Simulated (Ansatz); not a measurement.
Relaxation of a periodic cell of 17 atoms, Si₁₆H (host Si, host structure diamond, interstitial H), to a largest force component of 0.03 eV/Å in at most 60 steps.

Computed with Ansatz, DFT PBE-D3(BJ), scalar-relativistic, plane waves, PAW. Settings: cutoff 420 eV, k mesh 2x2x2, fermi-dirac smearing 0.02 eV, spin collinear.

```xyz
17
Lattice="0.0000 5.4300 5.4300 5.4300 0.0000 5.4300 5.4300 5.4300 0.0000" Properties=species:S:1:pos:R:3:forces:R:3
Si 0.000 0.000 0.000 -0.10 -0.10 -0.10
Si 1.357 1.357 1.357 0.00 0.00 0.00
Si 2.715 2.715 0.000 0.11 0.11 -0.11
Si 4.072 4.072 1.357 0.00 -0.01 0.06
Si 2.715 0.000 2.715 0.10 -0.10 0.11
Si 4.072 1.357 4.072 0.00 0.06 0.00
Si 5.430 2.715 2.715 -0.31 0.33 0.32
Si 6.787 4.072 4.072 -0.05 0.00 0.00
Si 0.000 2.715 2.715 -0.10 0.10 0.10
Si 1.357 4.072 4.072 0.08 0.00 0.00
Si 2.715 5.430 2.715 0.28 -0.26 0.25
Si 4.072 6.787 4.072 0.00 -0.07 0.00
Si 2.715 2.715 5.430 0.25 0.23 -0.25
Si 4.072 4.072 6.787 0.00 0.00 -0.07
Si 5.430 5.430 5.430 -0.26 -0.28 -0.29
Si 6.787 6.787 6.787 0.02 -0.01 -0.02
H 4.146 4.062 4.024 -0.02 0.00 0.02
```

Where does it end, and by what steps?

The forces met the threshold. The force dipped under the threshold on the way, but the program's further checks kept it going. Limits of this set-up: coarse k mesh, a small cell, in which the defect meets its images, a typed lattice constant that wasn't relaxed here. After 10 steps the energy has fallen by 0.065 eV; Si7 moved furthest, 0.24 Å.

| step | energy less start (eV) | largest force component (eV/Å) | accepted |
| --- | --- | --- | --- |
| 0 | 0.0000 | 0.330 | yes |
| 1 | -0.0362 | 0.085 | yes |
| 2 | -0.0386 | 0.018 | yes |
| 3 | -0.0388 | 0.017 | yes |
| 4 | -0.0392 | 0.020 | yes |
| 5 | -0.0424 | 0.032 | yes |
| 6 | -0.0448 | 0.053 | yes |
| 7 | -0.0479 | 0.064 | yes |
| 8 | -0.0608 | 0.078 | yes |
| 9 | -0.0640 | 0.043 | yes |
| 10 | -0.0650 | 0.016 | yes |

```xyz
17
Lattice="0.0000 5.4300 5.4300 5.4300 0.0000 5.4300 5.4300 5.4300 0.0000" Properties=species:S:1:pos:R:3
Si 0.017 -0.021 -0.024
Si 1.375 1.345 1.342
Si 2.740 2.702 -0.023
Si 4.049 4.101 1.320
Si 2.741 -0.020 2.699
Si 4.048 1.324 4.099
Si 5.295 2.853 2.851
Si 6.830 4.100 4.096
Si 0.013 2.706 2.704
Si 1.386 4.058 4.056
Si 2.700 5.447 2.700
Si 4.092 6.766 4.054
Si 2.697 2.700 5.448
Si 4.091 4.057 6.762
Si 5.443 5.443 5.441
Si 6.713 6.861 6.860
H 4.216 3.941 3.936
```

Whether the end is a true minimum wasn't checked by a vibrational analysis.

Run time: 100 s on 2 threads of Arm Neoverse V2, with other jobs on the host, peak memory 0.7 GiB.
